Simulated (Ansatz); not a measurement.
# MoS2 in Ansatz: relaxation of cell and atoms with r2SCAN

Aim: the relaxation of cell and atoms of MoS2 with r2SCAN.

All numbers are computed with Ansatz 0.2.0; they aren't measurements. Logs are shortened: lines on timing, memory, paths and dates and some standing lists are left out, and cuts for length are marked.

### Step 1. The slab as given

The cell holds a slab with vacuum, 6 atoms: a = 3.185 Å, b = 3.185 Å, c = 21.671 Å, α = 90.00°, β = 90.00°, γ = 120.00°.

### Step 2. Relaxation of cell and atoms, r2SCAN

input.yaml

```yaml
crystal:
  lattice:
    - [3.184541456, 0.0, 0.0]
    - [-1.592270728, 2.7578938003, 0.0]
    - [0.0, 0.0, 21.67053472]
  atoms:
    - { symbol: Mo, position: [0.3333333333, 0.6666666667, 0.85116023] }
    - { symbol: Mo, position: [0.6666666667, 0.3333333333, 0.14883977] }
    - { symbol: S, position: [0.6666666667, 0.3333333333, 0.77962539] }
    - { symbol: S, position: [0.3333333333, 0.6666666667, 0.077251] }
    - { symbol: S, position: [0.6666666667, 0.3333333333, 0.922749] }
    - { symbol: S, position: [0.3333333333, 0.6666666667, 0.22037461] }
hamiltonian:
  xc: r2scan
  pseudopotentials: { kind: paw }
kpoints:
  mp_grid: { grid: [10, 10, 2] }
scf:
  occupations: { method: fermi_dirac, width: 0.05 }
output:
  forces: true
  stress: true
  eigenvalues: true
  write_density: true
  write_potential: true
  elf: true
  volumetric_format: npy
relax:
  f_tol: 0.01
  max_steps: 40
  cell: { stress_tol: 0.05 }
```

Potentials or basis: Ansatz PAW.

On the command line:

```sh
> ansatz run input.yaml --threads 2 --pin off --max-ram 5632MiB --backend cpu --events-out ev --progress --plain --runs-dir out
```

The program printed:

```text
Warning: RAYON_NUM_THREADS=2 ignored (pool sized by the plan → 2); use --threads N
Engine: ansatz 0.2.0, aarch64-unknown-linux-gnu
Pseudopotentials: kind: paw
Pseudopotential: Mo, paw, valence charge 14, recommended cutoff 500 eV (meta_gga), Mo.paw.azcp
Pseudopotential: S, paw, valence charge 6, recommended cutoff 500 eV (meta_gga), S.paw.azcp
Functional definition: r2SCAN
  parameter k0 = 0.174
  parameter k1 = 0.065
  parameter a1 = 4.9479
  exchange = r2scan_x(k0 = k0, k1 = k1, a1 = a1)
  correlation = r2scan_c
Crystal: 6 atoms, lattice volume = 190.324 Å³
Basis set: ecut = 500 eV, 4813 PW (Γ), exchange–correlation on 96×96×640 points (64 copies of the dense FFT grid, shifted against one another)
Bands: 32, of which v1, the nominal top of the filled ones, is band 26 counted from 1 (25 counted from 0)
Symmetry: 12 space group operations
Space group: P-3m1 (ITA 164), of the structure as read, at distance tolerance 5.8e-5 Å
k-points: 28 of 200
Non-local potential: Mo, projectors of the file, l = 0: 3, l = 1: 2, l = 2: 2, l = 3: 1
Non-local potential: S, projectors of the file, l = 0: 2, l = 1: 2, l = 2: 2
PAW form: soft (Blöchl's): semilocal exchange-correlation on the pseudo side does not see the compensation charge
PAW frozen core: Mo, regenerated for the run's functional (the file was generated under x = pbe(κ = 0.804, μ = 0.2195149727645171), c = pbe(β = 0.06672455060314922))
PAW frozen core: S, regenerated for the run's functional (the file was generated under x = pbe(κ = 0.804, μ = 0.2195149727645171), c = pbe(β = 0.06672455060314922))
PAW one-centre angular grid: Mo, 590 points (default); XC on 160 Gauss nodes
PAW one-centre angular grid: S, 302 points (default); XC on 160 Gauss nodes
Initial density: superposition of atomic densities (neutral atoms: chi_scale 0, normalization atom), corrected by the library's trained network
Initial wavefunctions: pseudopotential atomic-orbital guess
Functional: x = r2scan, c = r2scan; τ floored in thin density (d = 2e-4 eV/Å³)
SCF iter   1: F=—  HF=-13564.195766 eV  |F-HF|=—  |Δ(HF+E_count)|=         —  Δρ=7.45e-3  dr2=1.52e-1  dr2_τ=1.02e-1  ethr=1.77e-3  ⟨swp⟩=8.6  Hψ=4604  notcnv=0
preconditioner: auto → none  [insulator: Δε(μ)=1.508 eV  Ē_g=8.202 eV  σ=0.050 eV  W_gap=1.00  n_scr=14 (ndim 8)  ℏωp=16.1 eV  f_vac=0.414  D(μ)=0.00/eV (n_scr^D=0)  ε∞_Penn≈4.9]
SCF iter   2: F=—  HF=-13564.394549 eV  |F-HF|=—  |Δ(HF+E_count)|=   1.99e-1  Δρ=1.01e-2  dr2=1.08e0  dr2_τ=3.10e-2  ethr=2.93e-4  ⟨swp⟩=4.4  Hψ=2409  notcnv=0  defer=10  recentre
SCF iter   3: F=—  HF=-13564.277133 eV  |F-HF|=—  |Δ(HF+E_count)|=   1.17e-1  Δρ=4.87e-3  dr2=6.88e-2  dr2_τ=1.07e-3  ethr=2.93e-4  ⟨swp⟩=4.9  Hψ=2408  notcnv=0  defer=2
SCF iter   4: F=—  HF=-13564.278138 eV  |F-HF|=—  |Δ(HF+E_count)|=   1.00e-3  Δρ=3.10e-3  dr2=1.42e-2  dr2_τ=8.92e-4  ethr=1.32e-4  ⟨swp⟩=2.2  Hψ=1294  notcnv=0  defer=2
SCF iter   5: F=—  HF=-13564.281570 eV  |F-HF|=—  |Δ(HF+E_count)|=   3.43e-3  Δρ=1.11e-3  dr2=8.29e-4  dr2_τ=9.47e-5  ethr=2.73e-5  ⟨swp⟩=2.4  Hψ=1489  notcnv=0  defer=2
SCF iter   6: F=—  HF=-13564.282533 eV  |F-HF|=—  |Δ(HF+E_count)|=   9.63e-4  Δρ=4.34e-4  dr2=1.94e-4  dr2_τ=2.35e-5  ethr=1.59e-6  ⟨swp⟩=2.8  Hψ=1881  notcnv=0  defer=2
SCF iter   7: F=—  HF=-13564.282775 eV  |F-HF|=—  |Δ(HF+E_count)|=   2.42e-4  Δρ=1.58e-4  dr2=4.19e-5  dr2_τ=2.00e-6  ethr=3.74e-7  ⟨swp⟩=2.7  Hψ=1547  notcnv=0  defer=2
SCF iter   8: F=—  HF=-13564.282853 eV  |F-HF|=—  |Δ(HF+E_count)|=   7.82e-5  Δρ=3.41e-5  dr2=2.20e-6  dr2_τ=1.50e-7  ethr=8.05e-8  ⟨swp⟩=2.4  Hψ=1530  notcnv=0  defer=2
SCF iter   9: F=—  HF=-13564.282856 eV  |F-HF|=—  |Δ(HF+E_count)|=   2.75e-6  Δρ=1.36e-5  dr2=3.64e-7  dr2_τ=2.16e-8  ethr=4.23e-9  ⟨swp⟩=2.4  Hψ=1618  notcnv=0  defer=2
SCF iter  10: F=-13564.282856 eV  HF=-13564.282856 eV  |F-HF|=2.22e-8  |Δ(HF+E_count)|=   2.68e-7  Δρ=3.21e-6  dr2=1.77e-8  dr2_τ=1.17e-9  ethr=1.92e-10  ⟨swp⟩=13.5  Hψ=8065  notcnv=0
[... 41 lines left out ...]
SCF iter   6: F=-13564.283106 eV  HF=-13564.283106 eV  |F-HF|=4.04e-9  |Δ(HF+E_count)|=   5.52e-8  Δρ=1.30e-7  dr2=1.84e-11  dr2_τ=2.00e-12  ethr=1.00e-12  ⟨swp⟩=9.6  Hψ=5815  notcnv=0
SCF 4 converged in 6 iterations: F = -13564.283106 eV  dr2 = 1.84e-11
relax step   4: F+E_penalty+E_count = -13564.28310605 eV  Δ(F+E_penalty+E_count) = -2.431e-5 eV  max|allowed force component| = 1.550e-3 eV/Å  Δτ_max = 0.0000 Å  P = -0.002 GPa  Ω = 190.488 Å³  stress off target by 5.42e-3 GPa  SCF on the basis re-selected at this cell (its energy is not comparable with the rows above)  (6 SCF iters)
basis re-selected at this cell: Δ(F+E_penalty+E_count) = -2.431e-5 eV, ΔP = +0.000 GPa vs the last step (what re-selecting the basis moved, of the pressure what is left beyond the Pulay correction that the steps carried, after the strain that the cell walked since its last selection, with what the two solves' SCF thresholds leave and, on support functions, any second-order correction that the steps lacked; it is no measure of the basis error at this ecutwfc). This SCF's stress stands 5.42e-3 GPa from its target on what of the cell is left free (relax.cell.stress_tol is 5.00e-2 GPa) and its largest allowed force component is 1.55e-3 eV/Å (relax.f_tol is 1.00e-2 eV/Å): within both
WARN: The output density's exchange-correlation potential varies sharply where the density is thin. Do not read a vacuum level from v_tot or v_xc, or from such a field of the output density. On a cell that repeats whose density bears no net charge and no dipole along the vacuum's axis use v_es (v_loc + v_h of the components); under efield.dipole_correction with no amplitude use v_es + v_field, which holds any external_charges[].barrier, or the levels of the report's work_function block, which leave it out; under a non-zero efield.amplitude the vacuum is tilted and has no level; on a cell that repeats and bears such a dipole with no correction it is tilted too, and efield.dipole_correction with no amplitude gives each side of its ramp a level where efield: is served; in a cell that repeats whose density bears a net charge (total_charge, or a fill off its count) it is curved and has none; of a slab under crystal.periodic whose density bears no net charge use v_es, which has a level on each side, short of where the two are joined; of another it falls or rises all the way out and has none; of a slab beside external_charges read slab_vacuum_level instead, which it has where they leave it neutral. The grid or the basis barely resolves most such structure, and the values can differ between equally converged runs; as a rule a tighter scf.convergence.dr2_threshold does not remove it. Where the density itself ripples (under the LDA too) a higher basis.ecutwfc lessens it. The files hold the spikes' plane waves up to the density's cutoff. Files: v_tot_of_output_density and the like, and their columns of v_z.tsv (output.write_potential); v_xc_of_output_density and the like, and their columns of v_comp_z.tsv (output.write_potential_components). Measured: with its Gaussian average of σ = 0.25 Å subtracted twice, the exchange-correlation potential is over 0.1 eV at 2734 of the grid points where the equally averaged density (valence and model cores) is under 1e-3 e/Å³, and 0.854 eV at the most among them, at an averaged density of 6.3e-8 e/Å³. The input density's (outcome.potential() and, of a run that writes arrays, v_tot and v_xc) is over 0.1 eV, so measured, at 556 points of its own thin density, 0.260 eV at the most. See output.write_potential in the manual, Limitations
SCF converged after 6 iterations
Free energy (F): -13564.283106 eV
Harris-Foulkes:  -13564.283106 eV  (|F-HF|=4.04e-9)
Internal energy: -13564.283106 eV  (E = F + TS)
E sigma→0 (E₀):  -13564.283106 eV
Entropy (-TS):   -0.000000 eV (-0.000 meV/atom)
Fermi energy:    4.047211 eV
--- Per-component energies (eV) ---
  E_band       = -720.360135
  E_kinetic    = 1308.375823
  E_local      = -24464.188610  (includes V_loc(G=0)·N_el)
  E_nonlocal   = 396.775389
  E_hartree    = 11593.306322
  E_xc         = -724.670667
  E_vxc        = -891.493267  (∫ρ·V_xc dr)
  E_paw        = -8871.608022  (= ΣΔE_a)
  E_vpaw       = -308.211132  (= ΣTr[D̂ρ^β])
  E_aug_tail   = 0.000018  (compensation charges beyond the density's cutoff)
  E_vtau       = 51.769009  (kinetic-family band-sum trace: ∫τ·v_τ [+ j·A + Jᵃ·Aᵃ] dr)
  E_ewald      = 7198.608115
  E_core_change = -0.881474  (= ΣΔE_core)
  E_smearing   = -0.000000  (= −TS)
  E_closure    = -0.000000  (closes the sum)
  Σ components = -13564.283106   (vs F -13564.283106, Δ=0.00e0)
--- Forces (eV/Å), atoms counted from 1 ---
  atom   1  Mo    -0.00000000    -0.00000000     0.00008665
  atom   2  Mo    -0.00000000     0.00000000    -0.00008665
  atom   3  S      0.00000000    -0.00000000    -0.00128811
  atom   4  S     -0.00000000     0.00000000    -0.00155014
  atom   5  S      0.00000000    -0.00000000     0.00155014
  atom   6  S      0.00000000     0.00000000     0.00128811
  max |Σ_I F_I| component: 6.94e-18 eV/Å
--- Stress (GPa, compression-positive) ---
       -0.005261       0.000000       0.000000
        0.000000      -0.005261      -0.000000
        0.000000      -0.000000       0.005422
  P = ⅓ Tr σ = -0.0017 GPa (-0.017 kbar)
--- Band table (eV; the first three rows and the last of 28) ---
  k-point 0: bands = ["-59.8526", "-59.8526", "-33.2475", "-33.2475", "-33.0399", "-33.0399", "-33.0399", "-33.0399", "-11.8464", "-11.7804", "-10.4608", "-10.3483", "-3.0542", "-2.7216", "0.1682", "0.1682", "0.1712", "0.1712", "0.7344", "1.3183", "1.3183", "1.3287", "1.3287", "1.5192", "2.8795", "3.3553", "5.9152", "5.9152", "5.9225", "5.9225", "6.1593", "6.1593"]
  k-point 1: bands = ["-59.8526", "-59.8526", "-33.2475", "-33.2475", "-33.0399", "-33.0399", "-33.0399", "-33.0399", "-11.8464", "-11.7804", "-10.4609", "-10.3483", "-3.0542", "-2.7216", "0.1682", "0.1682", "0.1712", "0.1712", "0.7344", "1.3183", "1.3183", "1.3287", "1.3287", "1.5192", "2.8795", "3.3553", "5.9152", "5.9152", "5.9225", "5.9225", "6.1593", "6.1593"]
  k-point 2: bands = ["-59.8487", "-59.8487", "-33.2397", "-33.2397", "-33.0787", "-33.0787", "-33.0487", "-33.0487", "-11.6934", "-11.6280", "-10.3985", "-10.2911", "-2.8843", "-2.5538", "-0.1541", "-0.1481", "0.2387", "0.3247", "0.3296", "0.6019", "1.0825", "1.0945", "1.6089", "1.9687", "2.8239", "3.1851", "5.7615", "5.7882", "5.8041", "5.8980", "5.9818", "6.0325"]
  k-point 27: bands = ["-59.8072", "-59.8072", "-33.3548", "-33.3548", "-33.2665", "-33.2665", "-33.1562", "-33.1562", "-9.6567", "-9.6440", "-9.5440", "-9.5322", "-2.6077", "-2.5680", "-2.0845", "-2.0385", "-1.0227", "-0.9920", "-0.7198", "-0.6263", "-0.1914", "-0.0534", "0.7921", "0.8983", "2.8026", "2.8442", "4.8481", "4.8694", "6.1409", "6.4636", "6.5446", "6.6338"]
--- Relaxed structure (3 steps of the walk, 3 accepted, 1 SCFs on fresh bases) ---
  F+E_penalty+E_count = -13564.28310605 eV   max|allowed force component| = 1.550e-3 eV/Å   (the final SCF, on the basis selected at the relaxed cell)
  cell:  # Å, volume = 190.4876 Å³
    - [3.1840676647874466, 0.0, 0.0]
    - [-1.5920338323937233, 2.757483485074523, -1.4774291012093106e-33]
    - [0.0, -1.1609104973733237e-32, 21.695595507761077]
  atoms:
    - { symbol: Mo, position: [0.3333333333333333, 0.6666666666666666, 0.8503032775001917] }
    - { symbol: Mo, position: [0.6666666666666665, 0.3333333333333333, 0.14969672249980814] }
    - { symbol: S, position: [0.6666666666666665, 0.3333333333333333, 0.7787652416747302] }
    - { symbol: S, position: [0.3333333333333333, 0.6666666666666666, 0.07812445896670846] }
    - { symbol: S, position: [0.6666666666666665, 0.3333333333333333, 0.9218755410332916] }
    - { symbol: S, position: [0.3333333333333333, 0.6666666666666666, 0.2212347583252697] }
```

Run time: 52 s. Hardware: 2 threads of Arm Neoverse V2, shared host; peak memory 0.89 GiB.

Results:

```
Free energy                            : -13564.2831 eV
Relaxed volume                         : 31.75 Å³/atom
Relaxed cell                           : a = 3.184 Å, b = 3.184 Å, c = 21.696 Å, α = 90.00°, β = 90.00°, γ = 120.00°
Space group after relaxing (to 0.05 Å) : P-3m1 (No. 164)
Energy gained by relaxing              : 0.0 meV/atom
Ionic steps                            : 4
Band gap on the k mesh                 : 1.49 eV, indirect (least direct gap 2.00 eV)
```

The path:
| step | energy change (eV) | largest force (eV/Å) | volume (Å³) |
| --- | --- | --- | --- |
| 1 | 0.0000 | 0.0343 | 190.32 |
| 2 | -0.0001 | 0.0237 | 190.30 |
| 3 | -0.0002 | 0.0015 | 190.49 |
| 4 | -0.0003 | 0.0015 | 190.49 |

Final structure:
```
CELL_PARAMETERS angstrom
3.18407 0.00000 0.00000
-1.59203 2.75748 0.00000
0.00000 0.00000 21.69560
ATOMIC_POSITIONS crystal
Mo 0.33333 0.66667 0.85030
Mo 0.66667 0.33333 0.14970
S 0.66667 0.33333 0.77877
S 0.33333 0.66667 0.07812
S 0.66667 0.33333 0.92188
S 0.33333 0.66667 0.22123
```

Caveat: the plane-wave basis is chosen anew once the cell has moved, so the energies of steps on either side of that aren't comparable; the PAW data sets come from PBE, with cores solved anew for the run's functional, which leaves a small shift of forces and pressure.
